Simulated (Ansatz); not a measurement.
**Al3GaN4: rigid cleavage**

Method: DFT PBEsol, scalar-relativistic, plane waves, PAW in Ansatz 0.2.0. Cutoff 420 eV, Γ-centred 5×5×3 k-points, Gaussian smearing of 0.05 eV. No spin polarisation. Energies are free energies at this smearing, counted from the undisturbed cell; pressure is positive in compression.

Zero of the scan (relaxed at this level; it needn't be the usual structure):

```xyz
16
Lattice="0.0000 -4.4070 0.0000 0.0000 0.0000 -4.4070 8.8140 0.0000 0.0000" Properties=species:S:1:pos:R:3 pbc="T T T"
Al    0.5394   -2.2035    0.0000
Al    4.9464   -2.2035    0.0000
Al    0.5394    0.0000   -2.2035
Al    4.9464    0.0000   -2.2035
Al    2.7429   -2.2035   -2.2035
Al    7.1499   -2.2035   -2.2035
Ga    2.7429    0.0000    0.0000
Ga    7.1499    0.0000    0.0000
N     1.6178   -1.1251   -3.2819
N     6.0248   -1.1251   -3.2819
N     1.6178   -3.2819   -1.1251
N     6.0248   -3.2819   -1.1251
N     8.2750   -1.1251   -1.1251
N     3.8680   -1.1251   -1.1251
N     8.2750   -3.2819   -3.2819
N     3.8680   -3.2819   -3.2819
```

The cut lies on the cell's a–b face, a (1 0 0) plane (indices in the standard cell, whose axes needn't be the Cartesian ones shown) of area 19.42 Å², between layers 1.08 Å apart. Vector c is lengthened by d along the normal with the atoms' Cartesian places fixed: one unrelaxed cut a cell.

| d (Å) | energy (J/m²) | traction dE/dd (GPa) | gap on the mesh (eV) |
| --- | --- | --- | --- |
| -0.30 | 1.06 | -71.1 | 2.88 |
| -0.15 | 0.26 | ? | ? |
| 0.00 | 0.00 | 0.0 | 3.32 |
| 0.25 | 0.63 | 47.1 | 2.35 |
| 0.50 | 2.19 | 74.6 | 0.79 |
| 0.75 | 4.17 | 80.1 | 0.00 |
| 1.00 | 6.07 | 70.1 | 0.00 |
| 1.50 | ? | ? | 0.00 |
| 2.00 | 10.24 | 19.3 | 0.00 |
| 3.00 | 11.16 | 3.8 | 0.00 |
| 4.50 | 11.40 | 0.6 | 0.00 |
| 6.00 | ? | 0.2 | 0.00 |

Where the gap reads zero the k-mesh, chosen for the insulator, is on the coarse side.

Problem. Give the withheld values.

Solution. traction dE/dd (GPa) at d (Å) = -0.15: -35.1; gap on the mesh (eV) at d (Å) = -0.15: 3.12; energy (J/m²) at d (Å) = 1.50: 8.80; traction dE/dd (GPa) at d (Å) = 1.50: 39.5; energy (J/m²) at d (Å) = 6.00: 11.45.

Cost: 12 runs of about 5.7 core-minutes in all, on Intel Xeon Platinum 8259CL (Skylake/Cascade Lake) (shared hosts).